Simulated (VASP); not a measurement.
# BN: spectrum averaged over shifted meshes

BN, F-43m (no. 216), 2 atoms in the cell. PBE, BSE with a model dielectric function, averaged over shifted meshes; PAW potentials N_GW, B_GW (PBE set).

Shifts along each reciprocal axis: 3; k mesh of the G0W0 step: 4 × 4 × 4.

## Input

INCAR.step1:
```
SYSTEM = BN
  EDIFF = 1E-8
  ENCUT = 420
  ISMEAR = 0
  KPAR = 4
  LASPH = .True.
  LCHARG = .False.
  LEPSILON = .True.
  LRPA = .True.
  LWAVE = .False.
  PREC = Accurate
  SIGMA = 0.02
```

INCAR.step2, as INCAR.step1 but for:
```
- LEPSILON = .True.
- LRPA = .True.
- LWAVE = .False.
+ LWAVE = .True.
```

INCAR.step3, as INCAR.step2 but for:
```
- EDIFF = 1E-8
+ ALGO = Exact
+ EDIFF = 1E-7
+ ISTART = 1
+ LOPTICS = .True.
+ NBANDS = 47
+ NEDOS = 2000
+ NELM = 1
```

INCAR.step4:
```
SYSTEM = BN
  ALGO = EVGW0
  ENCUT = 420
  ENCUTGW = 120
  ISMEAR = 0
  ISTART = 1
  KPAR = 4
  LASPH = .True.
  LCHARG = .False.
  LWAVE = .True.
  NBANDS = 47
  NBANDSGW = 20
  NELMGW = 1
  NOMEGA = 48
  PREC = Accurate
  PRECFOCK = Fast
  SIGMA = 0.02
```

INCAR.step5:
```
SYSTEM = BN
  EDIFF = 1E-7
  ENCUT = 420
  ISMEAR = 0
  ISYM = -1
  KPAR = 4
  LASPH = .True.
  LCHARG = .False.
  LOPTICS = .True.
  LPEAD = .False.
  LWAVE = .True.
  NBANDS = 16
  PREC = Accurate
  SIGMA = 0.02
```

INCAR.step6:
```
SYSTEM = BN
  AEXX = 0.2296
  ALGO = TDHF
  ANTIRES = 0
  BSEPREC = High
  CSHIFT = 0.15
  EDIFF = 1E-7
  ENCUT = 420
  ENCUTGW = 120
  HFSCREEN = 1.7
  IBSE = 3
  ISMEAR = 0
  ISTART = 1
  ISYM = -1
  KPAR = 4
  LADDER = .True.
  LASPH = .True.
  LCHARG = .False.
  LFXC = .False.
  LHARTREE = .True.
  LHFCALC = .True.
  LMODELHF = .True.
  LWAVE = .False.
  NBANDS = 16
  NBANDSO = 4
  NBANDSV = 4
  NOMEGA = 1000
  OMEGAMAX = 25
  PREC = Accurate
  PRECFOCK = Fast
  SCISSOR = 1.346
  SIGMA = 0.02
```

KPOINTS.step1:
```
k-points
0
Gamma
  13 13 13
```

KPOINTS.step2:
```
k-points
0
Gamma
  4 4 4
```

KPOINTS.step5:
```
Shifted mesh
0
Gamma
  6 6 6
  0.000000 0.000000 0.000000
```

KPOINTS.step7:
```
Shifted mesh
0
Gamma
  6 6 6
  0.333333 0.000000 0.000000
```

KPOINTS.step9:
```
Shifted mesh
0
Gamma
  6 6 6
  0.333333 0.333333 0.000000
```

KPOINTS.step11:
```
Shifted mesh
0
Gamma
  6 6 6
  -0.333333 0.333333 0.000000
```

POSCAR:
```
BN
1.0
    0.0000000000      1.8130010000      1.8130010000
    1.8130010000      0.0000000000      1.8130010000
    1.8130010000      1.8130010000      0.0000000000
N B
1 1
Direct
    0.2500000000      0.2500000000      0.2500000000
    0.0000000000      0.0000000000      0.0000000000
```

Commands (each step's output is kept before the next begins):
```
cat potpaw_PBE.64/N_GW/POTCAR potpaw_PBE.64/B_GW/POTCAR > POTCAR
cp INCAR.step1 INCAR
cp KPOINTS.step1 KPOINTS
mpirun -np 4 vasp_std > vasp.out
rm WAVECAR CHG
cp INCAR.step2 INCAR
cp KPOINTS.step2 KPOINTS
mpirun -np 4 vasp_std > vasp.out
cp INCAR.step3 INCAR
mpirun -np 4 vasp_std > vasp.out
cp INCAR.step4 INCAR
mpirun -np 4 vasp_std > vasp.out
rm W*.tmp WAVECAR CHG WAVEDER
cp INCAR.step5 INCAR
cp KPOINTS.step5 KPOINTS
mpirun -np 4 vasp_std > vasp.out
cp INCAR.step6 INCAR
mpirun -np 4 vasp_std > vasp.out
rm WAVECAR CHG WAVEDER
cp INCAR.step5 INCAR
cp KPOINTS.step7 KPOINTS
mpirun -np 4 vasp_std > vasp.out
cp INCAR.step6 INCAR
mpirun -np 4 vasp_std > vasp.out
rm WAVECAR CHG WAVEDER
cp INCAR.step5 INCAR
cp KPOINTS.step9 KPOINTS
mpirun -np 4 vasp_std > vasp.out
cp INCAR.step6 INCAR
mpirun -np 4 vasp_std > vasp.out
rm WAVECAR CHG WAVEDER
cp INCAR.step5 INCAR
cp KPOINTS.step11 KPOINTS
mpirun -np 4 vasp_std > vasp.out
cp INCAR.step6 INCAR
mpirun -np 4 vasp_std > vasp.out
```

## Result

- ε at zero frequency, electronic: 4.77
- Mean energy of the absorption, weighted by Im ε (eV): 11.83

One row for each shifted mesh, with its weight in the average:

| Settings | Weight | ε at zero frequency | Mean energy of the absorption, weighted by Im ε (eV) | Time (s) |
|---|---|---|---|---|
| shift 0/3 0/3 0/3 | 1 | 4.87 | 11.75 | 7 |
| shift 1/3 0/3 0/3 | 8 | 4.80 | 11.81 | 7 |
| shift 1/3 1/3 0/3 | 6 | 4.77 | 11.83 | 7 |
| shift -1/3 1/3 0/3 | 12 | 4.75 | 11.86 | 8 |

Dielectric function, mean of the diagonal:

| Energy (eV) | Real part | Imaginary part |
|---|---|---|
| 0.5 | 4.78 | 0.01 |
| 1.5 | 4.84 | 0.01 |
| 2.5 | 4.97 | 0.03 |
| 3.5 | 5.18 | 0.04 |
| 4.5 | 5.51 | 0.06 |
| 5.5 | 6.01 | 0.09 |
| 6.5 | 6.80 | 0.15 |
| 7.5 | 8.17 | 0.28 |
| 8.5 | 11.15 | 0.74 |
| 9.5 | 20.76 | 11.07 |
| 10.5 | -0.14 | 17.22 |
| 11.5 | -2.30 | 14.55 |
| 12.5 | -7.17 | 7.30 |
| 13.5 | -4.02 | 3.71 |
| 14.5 | -2.37 | 3.78 |
| 15.5 | -2.95 | 2.80 |
| 16.5 | -2.78 | 1.73 |
| 17.5 | -2.04 | 1.19 |
| 18.5 | -1.81 | 0.89 |
| 19.5 | -1.38 | 0.71 |

The mean energy covers the spectrum up to 20 eV.

AEXX = 0.2296 is one over the ε of the first step (4.4), and HFSCREEN = 1.7 comes from a published table; SCISSOR = 1.346 eV is the gap of the G0W0 step less the Kohn-Sham gap.

Limits: The scissor comes from a small G0W0 step, so absolute energies aren't converged; the pairs hold 4 valence and 4 conduction bands, and what lies beyond is missing from ε.

VASP 6.6.1 took 73 s on 4 cores (Intel Xeon 6975P-C (Granite Rapids)), a shared host.
